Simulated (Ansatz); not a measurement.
**Si: one candidate of a structure search**

The task: take a trial cell of Si to zero force and stress.

Method: DFT PBE, scalar-relativistic, plane waves, PAW, in Ansatz 0.2.0.

1 further run of the same task is left out (it didn't finish).

## Step 1: Starting point

It takes space group I4/mcm (No. 140, tetragonal). Conventional cell: a = 5.933 Å, b = 5.933 Å, c = 9.581 Å, α = 90.00°, β = 90.00°, γ = 90.00°. Around Si (site symmetry m) lie 6 Si at 2.33 to 2.46 Å. Si (site symmetry 4) has 6 Si at 2.33 to 2.46 Å as nearest neighbours.

Structure file:

```cif
data_structure
_symmetry_space_group_name_H-M 'P 1'
_symmetry_Int_Tables_number 1
_cell_length_a 6.3679
_cell_length_b 6.3679
_cell_length_c 6.3679
_cell_angle_alpha 124.466
_cell_angle_beta 124.466
_cell_angle_gamma 82.424
_cell_volume 168.65
loop_
_atom_site_label
_atom_site_type_symbol
_atom_site_fract_x
_atom_site_fract_y
_atom_site_fract_z
_atom_site_occupancy
Si1 Si 0.47534 0.69475 0.50000 1
Si2 Si 0.19475 0.97534 0.50000 1
Si3 Si 0.30525 0.80525 0.78059 1
Si4 Si 0.02466 0.52466 0.21941 1
Si5 Si 0.69475 0.19475 0.21941 1
Si6 Si 0.97534 0.47534 0.78059 1
Si7 Si 0.52466 0.30525 0.50000 1
Si8 Si 0.80525 0.02466 0.50000 1
Si9 Si 0.62187 0.62187 0.00000 1
Si10 Si 0.37813 0.37813 0.00000 1
Si11 Si 0.12187 0.12187 0.00000 1
Si12 Si 0.87813 0.87813 0.00000 1
```

Recipe of the guess: 6-connected net of one element (I4/mcm, No. 140). The dimensions are guesses.

## Step 2: Probe: one point on a coarse mesh

input.yaml reads:

```yaml
crystal:
  lattice:
    - [-2.96667934, 2.96667934, 4.79043567]
    - [2.96667934, -2.96667934, 4.79043567]
    - [2.96667934, 2.96667934, -4.79043567]
  atoms:
    - { symbol: Si, position: [0.4753441, 0.6947535, 0.5] }
    - { symbol: Si, position: [0.1947535, 0.9753441, 0.5] }
    - { symbol: Si, position: [0.3052465, 0.8052465, 0.78059061] }
    - { symbol: Si, position: [0.0246559, 0.5246559, 0.21940939] }
    - { symbol: Si, position: [0.6947535, 0.1947535, 0.21940939] }
    - { symbol: Si, position: [0.9753441, 0.4753441, 0.78059061] }
    - { symbol: Si, position: [0.5246559, 0.3052465, 0.5] }
    - { symbol: Si, position: [0.8052465, 0.0246559, 0.5] }
    - { symbol: Si, position: [0.62186628, 0.62186628, 0.0] }
    - { symbol: Si, position: [0.37813372, 0.37813372, 0.0] }
    - { symbol: Si, position: [0.12186628, 0.12186628, 0.0] }
    - { symbol: Si, position: [0.87813372, 0.87813372, 0.0] }
basis:
  ecutwfc: 420
kpoints:
  mp_grid: { grid: [4, 4, 4] }
hamiltonian:
  xc: pbe
scf:
  occupations: { method: gaussian, width: 0.1 }
  lower_state_search: "off"
output:
  forces: true
  stress: true
  eigenvalues: true
```

The run is started by

```bash
$ ansatz run input.yaml --threads 1 --pin off --max-ram 2560MiB --backend cpu --events-out ev --progress --plain --runs-dir out
```

The session goes on with these runs: a loose first relaxation; final relaxation.

What does the calculation give? Wanted: conventional cell; volume; energy over the standard state; gap on the mesh.

**Answer**, as computed:

```
                              quantity                                                                       value
symmetry at the end (tolerance 0.05 Å)                                                space group I4/mcm (No. 140)
                     conventional cell  a = 5.860 Å, b = 5.860 Å, c = 12.807 Å, α = 90.00°, β = 90.00°, γ = 90.00°
                                volume                                                               18.32 Å³/atom
        energy over the standard state                                                               +0.37 eV/atom
                       gap on the mesh                                                                none (metal)
```

**Reading.** The space group I4/mcm (No. 140) is kept, and the volume per atom grows by 30.4 % from the first guess. It lies above the element's standard state, so it is metastable at best. No finished test with a distortion of lower symmetry is shown, so the end may be a saddle point.
